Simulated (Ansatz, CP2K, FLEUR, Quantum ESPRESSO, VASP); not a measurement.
Cu: 5 runs at one level of theory

```
CELL_PARAMETERS angstrom
2.53410 0.00000 0.00000
-1.26705 2.19459 0.00000
0.00000 0.00000 25.28143
ATOMIC_POSITIONS crystal
Cu 0.66667 0.33333 0.29666
Cu 0.33333 0.66667 0.37800
Cu 0.66667 0.33333 0.45933
Cu 0.33333 0.66667 0.54067
Cu 0.66667 0.33333 0.62200
Cu 0.33333 0.66667 0.70334
```

Alike in all runs: functional PBE; k mesh 12 × 12 × 1; occupations fermi-dirac, width 0.05 eV; no spin polarisation; no spin-orbit coupling.

| program and potentials | plane-wave cutoff (eV) | notes | band gap (eV) | largest force (eV/Å) |
| --- | --- | --- | --- | --- |
| Ansatz, Ansatz PAW | 420 | 19 valence electrons an atom on average | ? | ? |
| FLEUR, all-electron, FLAPW | - | - | no gap | 0.166 |
| CP2K, POTENTIAL_UZH Cu GTH-PBE-q11; TZVP-MOLOPT-PBE-GTH basis | - | atomic basis; 11 valence electrons an atom on average | no gap | 0.168 |
| VASP, PBE PAW files Cu, 520 eV | 520 | 11 valence electrons an atom on average | no gap | 0.191 |
| Quantum ESPRESSO, Ansatz NC SR PBE | 1252 | 19 valence electrons an atom on average | no gap | 0.176 |

Question: Estimate from the other rows what the run with Ansatz, Ansatz PAW gave.

Answer: No band gap; largest force 0.174 eV/Å. The other rows, which needn't bracket it: largest force 0.166 to 0.191.
